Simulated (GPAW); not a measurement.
Something may be wrong with this GPAW 26.7.0 calculation of BN.

run.py

```python
import json
import numpy as np
import spglib
from ase import Atoms
from ase.constraints import FixSymmetry
from ase.io import read, write
from ase.optimize import BFGS
from phonopy import Phonopy
from phonopy.structure.atoms import PhonopyAtoms
from gpaw import GPAW, PW, setup_paths
from gpaw.berryphase import polarization_phase

setup_paths.insert(0, '.')

atoms = read('BN.cif')
cell, positions, numbers = spglib.find_primitive(
    (atoms.cell[:], atoms.get_scaled_positions(), atoms.numbers), symprec=1e-4)
atoms = Atoms(numbers, cell=cell, scaled_positions=positions, pbc=True)

calc = GPAW(mode=PW(680),
            xc='PBEsol',
            kpts={'size': (1, 1, 1), 'gamma': True},
            occupations={'name': 'fermi-dirac', 'width': 0.01},
            nbands=11,
            convergence={'density': 1e-06, 'eigenstates': 1e-09},
            maxiter=75,
            txt='gpaw.txt')
atoms.calc = calc
atoms.set_constraint(FixSymmetry(atoms))
BFGS(atoms, trajectory='relax.traj', logfile='-').run(fmax=0.005, steps=40)
atoms.set_constraint()
energy = atoms.get_potential_energy()
forces = atoms.get_forces()
stress = atoms.get_stress()
calc.write('gs.gpw')
write('result.traj', atoms)
print('Cell:', atoms.cell.cellpar().round(4))
print(atoms.get_scaled_positions().round(5))

n = len(atoms)
unit = PhonopyAtoms(symbols=atoms.get_chemical_symbols(), cell=atoms.cell[:], scaled_positions=atoms.get_scaled_positions())
ph = Phonopy(unit, supercell_matrix=np.eye(3, dtype=int), primitive_matrix=np.eye(3), symprec=1e-4)
ph.generate_displacements(distance=0.02, is_plusminus=True)
forces, phases = [], []
for i, move in enumerate(ph.dataset['first_atoms']):
    b = atoms.copy()
    b.positions[move['number']] += move['displacement']
    c = GPAW(mode=PW(680),
             xc='PBEsol',
             kpts={'size': (1, 1, 1), 'gamma': True},
             occupations={'name': 'fermi-dirac', 'width': 0.01},
             nbands=11,
             convergence={'density': 1e-06, 'eigenstates': 1e-09},
             maxiter=75,
             symmetry='off',
             txt=f'disp-{i:02d}.txt')
    b.calc = c
    f = b.get_forces()
    forces.append(f - f.mean(axis=0))
    c.write('disp.gpw', 'all')
    phases.append(polarization_phase(gpw_wfs='disp.gpw')['phase_c'])
    print(move['number'], np.round(move['displacement'], 4), 'phases', phases[-1].round(5), flush=True)

# each pair of opposite moves, with its images under the space group
ops, cell, spos = ph.symmetry.symmetry_operations, atoms.cell[:].T, atoms.get_scaled_positions()
moves, dipoles = [[] for a in atoms], [[] for a in atoms]
for move, up, down in zip(ph.dataset['first_atoms'][::2], phases[::2], phases[1::2]):
    dphi = (up - down + np.pi) % (2 * np.pi) - np.pi
    dp = dphi @ atoms.cell[:] / (2 * np.pi)  # e A
    for w, t in zip(ops['rotations'], ops['translations']):
        x = w @ spos[move['number']] + t - spos
        b = np.linalg.norm(x - x.round(), axis=1).argmin()
        R = cell @ w @ np.linalg.inv(cell)
        moves[b].append(R @ move['displacement'] * 2)
        dipoles[b].append(R @ dp)
Z = np.array([np.linalg.lstsq(np.array(u), np.array(p), rcond=None)[0].T for u, p in zip(moves, dipoles)])  # Z[a, i, j] = dp_i / du_j
ph.forces = forces
ph.produce_force_constants()
ph.symmetrize_force_constants()
H = ph.force_constants.transpose(0, 2, 1, 3).reshape((3 * n, 3 * n))
rule = Z.sum(axis=0)
print('Sum of the charges:')
print(rule.round(4))
Z -= rule / n
for a in atoms:
    print(a.symbol)
    print(Z[a.index].round(3))
w = np.repeat(atoms.get_masses()**-0.5, 3)
omega2, modes = np.linalg.eigh(H * w * w[:, None])
nu = np.sign(omega2) * abs(omega2)**0.5 * 521.4709  # cm^-1
dipoles = np.einsum('aij,ajm->mi', Z, (modes * w[:, None]).reshape((n, 3, -1)))  # e / amu^0.5
optical = np.argsort(abs(omega2))[3:]
eps_ion = sum(np.outer(dipoles[m], dipoles[m]) / omega2[m] for m in optical) * 4 * np.pi * 14.399645 / atoms.get_volume()
for m in range(3 * n):
    print(f'{nu[m]:9.2f} cm^-1  IR {(dipoles[m]**2).sum():8.4f} e^2/amu')
print('Lattice part of the dielectric tensor:')
print(eps_ion.round(3))
json.dump({'Z': Z.tolist(), 'rule': rule.tolist(), 'nu': nu.tolist(), 'ir': (dipoles**2).sum(1).tolist(), 'eps_ion': eps_ion.tolist()},
          open('born.json', 'w'))
```

The input BN.cif:

```cif
data_BN
_cell_length_a 3.62600200
_cell_length_b 3.62600200
_cell_length_c 3.62600200
_cell_angle_alpha 90.00000000
_cell_angle_beta 90.00000000
_cell_angle_gamma 90.00000000
_space_group_name_H-M_alt 'F-43m'
_space_group_name_Hall 'F -4 2 3'
_space_group_IT_number 216
loop_
_space_group_symop_operation_xyz
'x,y,z'
'y,-x,-z'
'-x,-y,z'
'-y,x,-z'
'x,-y,-z'
'y,x,z'
'-x,y,-z'
'-y,-x,z'
'z,x,y'
'-z,y,-x'
'z,-x,-y'
'-z,-y,x'
'-z,x,-y'
'z,y,x'
'-z,-x,y'
'z,-y,-x'
'y,z,x'
'-x,-z,y'
'-y,z,-x'
'x,-z,-y'
'-y,-z,x'
'x,z,y'
'y,-z,-x'
'-x,z,-y'
'x,y+1/2,z+1/2'
'y,-x+1/2,-z+1/2'
'-x,-y+1/2,z+1/2'
'-y,x+1/2,-z+1/2'
'x,-y+1/2,-z+1/2'
'y,x+1/2,z+1/2'
'-x,y+1/2,-z+1/2'
'-y,-x+1/2,z+1/2'
'z,x+1/2,y+1/2'
'-z,y+1/2,-x+1/2'
'z,-x+1/2,-y+1/2'
'-z,-y+1/2,x+1/2'
'-z,x+1/2,-y+1/2'
'z,y+1/2,x+1/2'
'-z,-x+1/2,y+1/2'
'z,-y+1/2,-x+1/2'
'y,z+1/2,x+1/2'
'-x,-z+1/2,y+1/2'
'-y,z+1/2,-x+1/2'
'x,-z+1/2,-y+1/2'
'-y,-z+1/2,x+1/2'
'x,z+1/2,y+1/2'
'y,-z+1/2,-x+1/2'
'-x,z+1/2,-y+1/2'
'x+1/2,y,z+1/2'
'y+1/2,-x,-z+1/2'
'-x+1/2,-y,z+1/2'
'-y+1/2,x,-z+1/2'
'x+1/2,-y,-z+1/2'
'y+1/2,x,z+1/2'
'-x+1/2,y,-z+1/2'
'-y+1/2,-x,z+1/2'
'z+1/2,x,y+1/2'
'-z+1/2,y,-x+1/2'
'z+1/2,-x,-y+1/2'
'-z+1/2,-y,x+1/2'
'-z+1/2,x,-y+1/2'
'z+1/2,y,x+1/2'
'-z+1/2,-x,y+1/2'
'z+1/2,-y,-x+1/2'
'y+1/2,z,x+1/2'
'-x+1/2,-z,y+1/2'
'-y+1/2,z,-x+1/2'
'x+1/2,-z,-y+1/2'
'-y+1/2,-z,x+1/2'
'x+1/2,z,y+1/2'
'y+1/2,-z,-x+1/2'
'-x+1/2,z,-y+1/2'
'x+1/2,y+1/2,z'
'y+1/2,-x+1/2,-z'
'-x+1/2,-y+1/2,z'
'-y+1/2,x+1/2,-z'
'x+1/2,-y+1/2,-z'
'y+1/2,x+1/2,z'
'-x+1/2,y+1/2,-z'
'-y+1/2,-x+1/2,z'
'z+1/2,x+1/2,y'
'-z+1/2,y+1/2,-x'
'z+1/2,-x+1/2,-y'
'-z+1/2,-y+1/2,x'
'-z+1/2,x+1/2,-y'
'z+1/2,y+1/2,x'
'-z+1/2,-x+1/2,y'
'z+1/2,-y+1/2,-x'
'y+1/2,z+1/2,x'
'-x+1/2,-z+1/2,y'
'-y+1/2,z+1/2,-x'
'x+1/2,-z+1/2,-y'
'-y+1/2,-z+1/2,x'
'x+1/2,z+1/2,y'
'y+1/2,-z+1/2,-x'
'-x+1/2,z+1/2,-y'
loop_
_atom_site_label
_atom_site_type_symbol
_atom_site_symmetry_multiplicity
_atom_site_Wyckoff_symbol
_atom_site_fract_x
_atom_site_fract_y
_atom_site_fract_z
_atom_site_occupancy
N1 N 4 d 0.2500000000 0.2500000000 0.7500000000 1
B1 B 4 a 0.0000000000 0.0000000000 0.0000000000 1
```

Potentials or basis: PAW data sets generated in the run's folder for this functional, pw.

Run with:

```sh
$ gpaw-setup -f PBEsol B N
$ OMP_NUM_THREADS=1 python run.py
```

gpaw.txt:

```text
__  _  _
 | _ |_)|_||  |
 |__||  | ||/\| - 26.7.0

Input parameters:
  mode=PW(ecut=680.0),
  convergence={'density': 1e-06, 'eigenstates': 1e-09},
  kpts=MonkhorstPack(size=(1, 1, 1), gamma=True),
  maxiter=75,
  nbands=11,
  occupations=Occupations(name='fermi-dirac', width=0.01),
  xc=XC(name='PBEsol')

Diagonalizing LCAO Hamiltonian
Converting LCAO to pw mode

                N

       B

Atoms  # Å, Bohr magnetons
|   | symbol |         x |        y |        z |    initial magnetic moments |
|---|--------|-----------|----------|----------|-----------------------------|
| 0 |      N |  2.719501 | 2.719501 | 2.719501 | ( 0.0000,  0.0000,  0.0000) |
| 1 |      B | -0.000000 | 0.000000 | 0.000000 | ( 0.0000,  0.0000,  0.0000) |

Unit cell  # Å
| periodic |        x |        y |        z |  lengths |    angles |
|----------|----------|----------|----------|----------|-----------|
[... 154 lines left out ...]
|iter:   1| |    0.542796 | +0.20 |       |
|iter:   2| |    1.905623 | -1.64 | -0.38 |
|iter:   3| |    6.504086 | -0.39 | -0.42 |
|iter:   4| |    6.675639 | -1.58 | -0.89 |
|iter:   5| |    6.710439 | -1.85 | -1.24 |
|iter:   6| |    6.708713 | -3.79 | -1.98 |
|iter:   7| |    6.708831c| -4.41 | -2.42 |
|iter:   8| |    6.708830c| -6.55 | -3.60 |
|iter:   9| |    6.708829c| -8.42 | -4.17 |
|iter:  10| |    6.708829c| -9.08c| -5.41 |
|iter:  11| |    6.708829c| -9.90c| -5.93 |
|iter:  12| |    6.708829c|-11.21c| -7.04c|

Converged in 12 steps
Energy contributions relative to reference atoms: (reference = -2141.827435)

Energy contributions:
  Kinetic:          48.146169
  Coulomb:         -17.303972
  Zero:              0.091774
  External:          0.000000
  Xc:              -24.225142
  Entropy:          -0.000000
  Spinorbit:         0.000000
  ----------------------------
  Free energy:       6.708829
  Extrapolated:      6.708829

dipole moment: (1.151697, -4.405565, 1.151697)  # |e|*Ang

Fermi level: 13.519
[... 20 lines left out ...]
Forces  # eV/Ang
|        x |        y |        z |
|----------|----------|----------|
|  0.00000 | -0.00000 | -0.00000 |  # N    0
| -0.00000 |  0.00000 |  0.00000 |  # B    1

Stress tensor  # eV/Ang^3
|         x |         y |         z |
|-----------|-----------|-----------|
| -1.534382 |  0.000000 |  0.000000 |
|  0.000000 | -1.534382 | -0.000000 |
|  0.000000 | -0.000000 | -1.534382 |

# Writing to gs.gpw (mode='')
```

On the terminal:

```text
Step          Energy          fmax
BFGS:    0        6.708829        0.000000
Cell: [ 2.564  2.564  2.564 60.    60.    60.   ]
[[0.75 0.75 0.75]
 [0.   1.   0.  ]]
0 [0.     0.0141 0.0141] phases [23.50301 42.53146 23.68191]
0 [ 0.     -0.0141 -0.0141] phases [23.85187 42.53147 23.68191]
1 [0.     0.0141 0.0141] phases [23.85191 42.53147 23.68191]
1 [ 0.     -0.0141 -0.0141] phases [42.35252 42.53147 23.68192]
Sum of the charges:
[[ 0.0009 -0.     -0.    ]
 [ 0.      0.0009 -0.    ]
 [ 0.     -0.      0.0009]]
N
[[-3.559 -0.    -0.   ]
 [ 0.    -3.559  0.   ]
 [ 0.     0.    -3.559]]
B
[[ 3.559  0.     0.   ]
 [ 0.     3.559 -0.   ]
 [ 0.    -0.     3.559]]
    -0.00 cm^-1  IR   0.0000 e^2/amu
     0.00 cm^-1  IR   0.0000 e^2/amu
     0.00 cm^-1  IR   0.0000 e^2/amu
   699.43 cm^-1  IR   2.0766 e^2/amu
   699.43 cm^-1  IR   2.0766 e^2/amu
   699.43 cm^-1  IR   2.0766 e^2/amu
Lattice part of the dielectric tensor:
[[17.525  0.     0.   ]
 [ 0.    17.525 -0.   ]
 [ 0.    -0.    17.525]]
```

Task: What happened, and what is wrong with the input?

Result: Self-consistency was reached. The input holds a flaw that was put in on purpose: one k point for a small cell (kpts = {"size": [1, 1, 1], "gamma": true}). The program doesn't stop on it, so the numbers can't be trusted though the run ends normally.
